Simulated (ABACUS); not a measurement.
Something may be wrong with this ABACUS 3.10.1 calculation of Ag.

File INPUT:

```
INPUT_PARAMETERS
suffix              Ag
calculation         scf
basis_type          lcao
pseudo_dir          ./
orbital_dir         ./
symmetry            1
dft_functional      pbe
ecutwfc             100
pseudo_rcut         7
nspin               1
nbands              14
ks_solver           genelpa
smearing_method     gaussain
smearing_sigma      0.00367493
scf_thr             1e-07
scf_nmax            60
mixing_type         broyden
mixing_beta         0.7
cal_force           1
cal_stress          1
out_mul             1
```

File STRU:

```
ATOMIC_SPECIES
Ag 107.8682 Ag.upf

NUMERICAL_ORBITAL
Ag_confined-atom_7au_3s2p2d1f.orb

LATTICE_CONSTANT
1.8897261246

LATTICE_VECTORS
-1.6103805100 1.6535326600 1.6181576800
1.6593070500 -1.6605473000 1.6740988600
1.6393304800 1.6894972700 -1.6251723200

ATOMIC_POSITIONS
Direct

Ag
0.0
1
0.0000000000 0.0000000000 0.0000000000 1 1 1
```

Contents of KPT:

```
K_POINTS
0
Gamma
8 8 8 0 0 0
```

Potentials or basis: PseudoDojo NC SR 0.4.1 PBE standard, DZP LCAO (the cutoffs set its grid).

Launch:

```sh
$ OMP_NUM_THREADS=4 abacus > log
```

running log:

```text
ABACUS v3.10.1

               Atomic-orbital Based Ab-initio Computation at UStc

 !!!!!!!!!!!!!!!!!!!!!!!!!!!!!!!!!!!!!!!!!!!!!!!!!!!!!!!!!
                         NOTICE
 !!!!!!!!!!!!!!!!!!!!!!!!!!!!!!!!!!!!!!!!!!!!!!!!!!!!!!!!!

 The parameter smearing_method must be 'gauss', 'gaussian', 'fd', 'fermi-dirac', 'fixed', 'mp', 'mp2', 'mp3marzari-vanderbilt', 'cold' or 'mv'!
 CHECK IN FILE : OUT.Ag/warning.log

 !!!!!!!!!!!!!!!!!!!!!!!!!!!!!!!!!!!!!!!!!!!!!!!!!!!!!!!!!
                         NOTICE
 !!!!!!!!!!!!!!!!!!!!!!!!!!!!!!!!!!!!!!!!!!!!!!!!!!!!!!!!!
```

Task: What happened, and what is wrong with the input?

Result: The program refused the input. The input holds a flaw that was put in on purpose: unknown smearing name (smearing_method = gaussain).
